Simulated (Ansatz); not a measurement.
Al3Cu2: how the k-point mesh moves the results

Computed with Ansatz, DFT PBEsol, scalar-relativistic, plane waves, PAW.

```yaml
crystal:
  lattice:
    - [4.04727, 0.00740, 0.02004]
    - [-2.01722, 3.48311, -0.01205]
    - [0.02445, -0.00286, 4.98070]
  atoms:
    - { symbol: Al, position: [0.99914, 0.99770, 0.99621] }
    - { symbol: Al, position: [0.32394, 0.61520, 0.32464] }
    - { symbol: Al, position: [0.63611, 0.32164, 0.65240] }
    - { symbol: Cu, position: [0.29369, 0.65587, 0.85498] }
    - { symbol: Cu, position: [0.64885, 0.29109, 0.12956] }
```

```json
{
  "plane-wave cutoff": "420 eV",
  "occupation rule": "Gaussian smearing, 0.1 eV",
  "spin treatment": "unpolarised"
}
```

The atoms stay fixed while the k-point mesh is varied. ΔE is the energy extrapolated to zero smearing, less that of the reference run (8×8×6). The cell was strained and its atoms displaced at random, so that forces don't vanish. The meshes are Γ-centred. Pressure is positive in compression.

Times are rough; the reference took 69 s on 1 thread of Intel(R) Xeon(R) Processor @ 2.50GHz (Skylake/Cascade Lake), with other jobs on the host, peak memory 0.56 GiB.

Task: Tried: 1×1×1, 2×2×2, 4×4×2, 4×4×4, 6×6×4, 8×8×6. From which k-point mesh on does the energy per atom stay within 100, 10 and 1 meV of the reference?

Result: 4×4×2 for 100 meV, 6×6×4 for 10 meV, none but the reference for 1 meV. The reference itself isn't shown to be converged. At 6×6×4, where the energy is within 10 meV, force components still miss by up to 0.027 eV/Å, where the largest force is 1.676 eV/Å.

```tsv
mesh	ΔE (meV/atom)	P (GPa)	largest change of a force component (eV/Å)	irreducible points	wall time (s)
1×1×1	2168	15.64	1.316	1	2.1
2×2×2	298	12.25	0.219	8	3.5
4×4×2	-5.31	7.63	0.165	20	6.8
4×4×4	17.9	7.29	0.065	36	14
6×6×4	1.79	6.71	0.027	76	30
8×8×6	0.00	6.70	0.000	196	69
```